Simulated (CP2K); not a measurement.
Runs of CP2K 2026.2 on Hf. The typed cell holds 1 atom: a = 2.880 Å, b = 3.093 Å, c = 3.172 Å, α = 104.64°, β = 108.16°, γ = 109.13°. This isn't the form of Hf at room conditions, which is hcp.

```csv
task,level,cutoff of the non-local correlation (Ry),points a segment of the path (NPOINTS),bands added on the path,gap on the mesh (eV),pressure (GPa)
single point,BEEF-vdW,300,-,-,none,(b)
single point,WC,-,-,-,none,-6.3
single point,vdW-DF2,300,-,-,none,1.5
band structure,LDA,-,10,6,none,-9.1
band structure,PBEsol,-,10,6,none,-6.5
single point,PBE,-,-,-,none,-3.0
band structure,r2SCAN,-,10,6,none,(a)
```

Alike in all rows: potentials or basis POTENTIAL_UZH Hf GTH-PBE-q12; TZVP-MOLOPT-PBE-GTH basis; no spin polarisation; cell as given; k mesh 11 × 10 × 10; smearing fermi-dirac 0.05 eV.

Q: Fill in the values left out.

A: (a) -2.1; (b) -2.4.

Caveats: the basis of atomic orbitals isn't converged, which shifts pressures, moduli and gaps; the potentials were made for another functional, which shifts forces and pressure (some runs); spin-orbit coupling is left out, which moves the levels of the heavy elements (some runs).

A k mesh can miss the band edges, and the runs leave out spin-orbit coupling on Hf.

A gap of «none» marks a metal or a gap under the smearing width.
